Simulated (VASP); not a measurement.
AlNi3 under changes of volume

One of the cells (10.898 Å³/atom); the others are scaled copies at fixed shape and fractional positions:

```xyz
4
Lattice="3.5194 0.0000 0.0000 0.0000 3.5194 0.0000 0.0000 0.0000 3.5194" Properties=species:S:1:pos:R:3 pbc="T T T"
Ni    1.7597    1.7597    0.0000
Ni    1.7597    0.0000    1.7597
Ni    0.0000    1.7597    1.7597
Al    0.0000    0.0000    0.0000
```

The cell is a database's computed one.

* Program: VASP 6.6.1
* Functional: PBEsol
* Potentials or basis: VASP PAW PBE potentials, release 64 (Ni, Al)
* Cutoff: 520 eV
* k mesh: 8 × 8 × 8
* Occupations: fermi-dirac, width 0.05 eV
* Spin: collinear spin, ferromagnetic start
* Starting moments: [1.0, 1.0, 1.0, 0.0] μB

| volume (Å³/atom) | energy over the lowest point (meV/atom) | pressure (GPa) | moment (μB per cell) |
| --- | --- | --- | --- |
| 10.462 | 12.04 | 9.1 | 0.57 |
| 10.680 | ? | ? | ? |
| 10.898 | 0.00 | 0.1 | 0.62 |
| 11.116 | 2.52 | -3.6 | 0.64 |
| 11.334 | 9.94 | -7.0 | 0.66 |

Problem. What does the run at 10.680 Å³/atom give?

Solution. Energy over the lowest point 2.96 meV/atom; pressure 4.3 GPa; moment 0.60 μB per cell.

Worked out: A Birch-Murnaghan fit of order 2 (a polynomial in V^(-2/3)) to the other rows has its minimum at 10.90 Å³/atom with B0 = V·E''(V) = 201 GPa. It gives 3.00 meV/atom at 10.680 Å³/atom, against the run's 2.96, and -dE/dV = 4.3 GPa, against 4.3. A straight line through the other rows of the moment, of slope 0.104 μB per Å³/atom, gives 0.59 μB, against the run's 0.60.

Energies are extrapolated to zero smearing.

Caveats: the PAW data sets were made with another functional, which shifts forces and pressure a little.
